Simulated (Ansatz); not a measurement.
# Sn: frozen-core PAW against all-electron methods

```yaml
crystal:
  lattice:
    - [-2.87079, 2.90260, 1.59065]
    - [2.90260, -2.87079, 1.59065]
    - [2.92910, 2.92910, -1.53233]
  atoms:
    - { symbol: Sn, position: [0.00000, 0.00000, 0.00000] }
    - { symbol: Sn, position: [0.75000, 0.25000, 0.50000] }
```

Atoms are numbered in the order listed.

The cell is COD entry 1534488, as deposited and not checked against the literature; nothing was relaxed. The listed cell was then made from it by scaling, straining or moving an atom.

No spin–orbit coupling, which matters for the heavy atoms here.

Levels of theory: DFT, PBE, PAW with Ansatz's default frozen-core files, scalar-relativistic (Ansatz 0.2.0); DFT, PBE, all-electron LAPW, scalar-relativistic (Ansatz 0.2.0).

For PAW: a Γ-centred 15×15×15 k mesh, Fermi–Dirac smearing of 0.05 eV, cutoff 420 eV, no spin polarisation. LAPW targets a basis error of 0.5 meV/atom. The Ansatz runs share mesh, smearing and spin set-up. Plane-wave (PAW) pressures include the program's estimate of the Pulay term.

Stress and pressure are positive in compression.

The change that made this cell: equal xy, yz and zx engineering shear strains of +2 %.

PAW results:

```
              quantity     PAW
        pressure (GPa)    2.69
       stress xx (GPa)    3.02
       stress zz (GPa)    2.04
       stress yz (GPa)   -0.55
       stress xz (GPa)   -0.55
       stress xy (GPa)   -0.47
force on Sn1, x (eV/Å)  -0.046
```

**Question.** What does full-potential LAPW give for the same quantities?

**Answer.** 
```csv
quantity,LAPW
pressure (GPa),2.69
stress xx (GPa),3.02
stress zz (GPa),2.04
stress yz (GPa),-0.55
stress xz (GPa),-0.55
stress xy (GPa),-0.47
"force on Sn1, x (eV/Å)",-0.045
```
